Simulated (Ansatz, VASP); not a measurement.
## Ir in VASP and in Ansatz

```xyz
1
Lattice="2.5813 0.0000 0.0000 0.0000 2.5813 0.0000 0.0000 0.0000 2.5813" Properties=species:S:1:pos:R:3 pbc="T T T"
Ir    0.0000    0.0000    0.0000
```

Alike in both runs: task single point; functional revPBE; k mesh 14 × 14 × 14; occupations fermi-dirac, width 0.1 eV; no spin polarisation.

```csv
,VASP,Ansatz
version,VASP 6.6.1,Ansatz 0.2.0
potentials or method,"VASP PAW PBE potentials, release 64 (Ir)","plane waves (420 eV) with PAW, scalar-relativistic"
plane-wave cutoff (eV),520,420
valence electrons in the cell,9,17
```

|  | VASP | Ansatz | Ansatz less VASP |
| --- | --- | --- | --- |
| pressure (GPa) | -0.3 | -0.4 | -0.09 |

With one functional, cell and mesh, what is left measures potentials, basis and numerics. The two sets of potentials don't hold the same shells in valence.

Caveats: the PAW data sets were made with another functional, which shifts forces and pressure a little (VASP). Spin-orbit coupling is left out, which matters for the levels of Ir.
